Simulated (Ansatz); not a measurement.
Take InN in the wurtzite structure (space group P6_3mc, No. 186) as the base.

```
InN
1.0
    3.58085     0.00000     0.00000
   -1.79043     3.10111     0.00000
    0.00000     0.00000     5.78816
In N
2 2
Direct
  0.66667   0.33333   0.50197
  0.33333   0.66667   0.00197
  0.66667   0.33333   0.12323
  0.33333   0.66667   0.62323
```

Cartesian axes are those of the cell as printed.

Calculations: DFT with PBE, PAW potentials and a 420 eV plane-wave cutoff in Ansatz (a first-principles code), no SOC, earlier PAW set.

Strains are applied to the cell and any free atomic positions relax.

One change was made to it. Results:

The energy increases by 23 meV/atom; the pressure (mean of the normal stresses, compression positive) goes from zero to 8.5 GPa.

Q: Which change produced these results?
(A) isotropic strain −1.10 %
(B) isotropic strain −1.99 %
(C) uniaxial strain ε_xx = −3.11 %

A: B, isotropic strain −1.99 %. For comparison, the energy relative to the base in the other runs: isotropic strain −1.10 % gives +6.9 meV/atom; uniaxial strain ε_xx = −3.11 % gives +10 meV/atom.

The mesh was chosen for an insulator and is coarse for the gapless case. No phonon test of stability was made. The final runs are not spin-polarised. Gaps under 0.05 eV, about the width of the smearing, are given as zero.
